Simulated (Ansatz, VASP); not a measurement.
# Two plane-wave programs on HfN

Contents of INCAR:

```
SYSTEM = HfN
ALGO = Normal ; EDIFF = 1E-7
ENCUT = 520 ; GGA = PS
ISIF = 2 ; ISMEAR = 0
LASPH = .True. ; LCHARG = .True.
LELF = .True. ; LREAL = .False.
LVHAR = .True. ; LWAVE = .False.
NBANDS = 14 ; NELM = 80
PREC = Accurate ; SIGMA = 0.15
```

The input KPOINTS:

```
k-points
0
Gamma
  16 16 16
  0 0 0
```

POSCAR

```
HfN
1.0
    0.0000000000      2.4548220000      2.5530148800
    2.4548220000      0.0000000000      2.5530148800
    2.4548220000      2.4548220000      0.0000000000
Hf N
1 1
Direct
    0.0000000000      0.0000000000      0.0000000000
    0.7500000000      0.7500000000      0.7500000000
```

Input for Ansatz:

```yaml
crystal:
  lattice:
    - [0.0, 2.454822, 2.55301488]
    - [2.454822, 0.0, 2.55301488]
    - [2.454822, 2.454822, 0.0]
  atoms:
    - { symbol: Hf, position: [0.0, 0.0, 0.0] }
    - { symbol: "N", position: [0.75, 0.75, 0.75] }
basis:
  ecutwfc: 420
kpoints:
  mp_grid: { grid: [16, 16, 16] }
hamiltonian:
  xc: pbesol
scf:
  occupations: { method: gaussian, width: 0.15 }
output:
  forces: true
  stress: true
  eigenvalues: true
```

Change from the starting cell: strain +0.000 along x and y, +0.040 along z, atoms carried along.

Alike in both runs: task single point; functional PBEsol; k mesh 16 × 16 × 16; occupations gaussian, width 0.15 eV; no spin polarisation.

|  | VASP | Ansatz |
| --- | --- | --- |
| version | VASP 6.6.1 | Ansatz 0.2.0 |
| potentials or method | VASP PAW PBE potentials, release 64 (Hf_pv, N) | scalar-relativistic, plane waves, PAW |
| plane-wave cutoff (eV) | 520 | 420 |
| valence electrons in the cell | 15 | 31 |

VASP gave:

```
gap on the k mesh at the Fermi level (eV)       : none
pressure (GPa)                                  : -12.6
largest component of the traceless stress (GPa) : 4.18
```

Task: Estimate Ansatz's values.

Result: gap on the k mesh at the Fermi level (eV): none; pressure (GPa): -11.6; largest component of the traceless stress (GPa): 4.17.

A gap of «none» marks a metal or a gap that the smearing closes. The two sets of potentials don't hold the same shells in valence.

Caveats: the PAW data sets were made with another functional, which shifts forces and pressure a little (VASP). The runs have no spin-orbit coupling, so splittings on Hf are missing.
